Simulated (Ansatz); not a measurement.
System: zinc-blende InN (metastable phase). Method: r²SCAN0 (Ansatz, a quantum-chemistry and plane-wave program, PAW).

Run with plane-wave cutoff 520 eV, 10×10×10 k mesh, Fermi–Dirac smearing 0.01 eV, scalar-relativistic PAW data made under PBE.

Cell (relaxed at this level):

```cif
data_InN
_chemical_formula_sum 'In1 N1'
_space_group_name_H-M_alt 'P 1'
_space_group_IT_number 1
_cell_length_a 3.50731
_cell_length_b 3.50731
_cell_length_c 3.50731
_cell_angle_alpha 60.000
_cell_angle_beta 60.000
_cell_angle_gamma 60.000
loop_
_space_group_symop_operation_xyz
  'x, y, z'
loop_
_atom_site_label
_atom_site_type_symbol
_atom_site_fract_x
_atom_site_fract_y
_atom_site_fract_z
_atom_site_occupancy
In1 In 0.00000 0.00000 0.00000 1
N1 N 0.25000 0.25000 0.25000 1
```

### Question
Estimate the bulk modulus B0, band gap and pressure derivative B′ of the bulk modulus that the calculation returns.

### Answer

* **bulk modulus B0**: 155 GPa
* **band gap**: 1.33 eV (on the SCF k mesh)
* **pressure derivative B′ of the bulk modulus**: 4.4

Measured, for comparison: band gap 0.61 eV (low temperature, zero-point motion not removed, photoluminescence, epilayer; as tabulated in Schörmann, As, Lischka, Schley, Goldhahn et al., Appl. Phys. Lett. 89, 261903 …).

Spin–orbit coupling is not included.

Static lattice: no zero-point or thermal effects.

Cost on a shared machine: roughly 19 core-minutes.
